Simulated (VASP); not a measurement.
TiS2:

```
Ti S
1.0
     3.41200    0.00000    0.00000
    -1.70600    2.95488    0.00000
     0.00000    0.00000    5.69500
Ti S
1 2
Direct
  0.00000 0.00000 0.00000
  0.33333 0.66667 0.25000
  0.66667 0.33333 0.75000
```

```yaml
Program: VASP 6.6.1
Task: relaxation of cell and atoms
Functional: PBE
Dispersion: D3(BJ)
Potentials_or_basis: VASP PAW PBE potentials, release 64 (Ti_sv, S)
Cutoff: 600 eV
k_mesh: 12 × 12 × 7
Occupations: methfessel-paxton, width 0.1 eV
Spin: no spin polarisation
```

At the start: pressure -2.9 GPa; volume 19.14 Å³/atom.

Question: How do energy, volume and symmetry change on relaxing?

Answer: Over 15 steps the energy falls by 8.8 meV/atom and the volume is 17.98 Å³/atom (-6.0 %); space group P-3m1 (No. 164, to 0.05 Å).

Step by step:
```tsv
step	energy change (eV)	largest force (eV/Å)	pressure (GPa)	volume (Å³)
1	0.0000	0.1233	-2.93	57.42
2	-0.0037	0.5324	2.64	54.55
3	-0.0154	0.2172	-0.09	55.86
4	-0.0193	0.1409	-0.11	55.53
5	-0.0210	0.0305	-0.11	55.08
6	-0.0210	0.0440	-0.07	55.13
7	-0.0225	0.0354	-0.13	54.96
8	-0.0256	0.0056	-0.20	54.43
9	-0.0238	0.0691	-0.17	53.36
10	-0.0264	0.0099	-0.10	54.08
11	-0.0264	0.0118	-0.16	54.05
12	-0.0259	0.0375	-0.16	53.71
13	-0.0264	0.0131	-0.13	54.02
14	-0.0261	0.0621	0.48	53.71
15	-0.0265	0.0034	0.01	53.95
```

Final structure:
```
Ti S
1.0
     3.35846    0.00000    0.00000
    -1.67923    2.90851    0.00000
     0.00000    0.00000    5.52309
Ti S
1 2
Direct
  0.00000 0.00000 0.00000
  0.33333 0.66667 0.25877
  0.66667 0.33333 0.74123
```

Caveat: pairwise dispersion overbinds metals, which lowers pressure and volume.
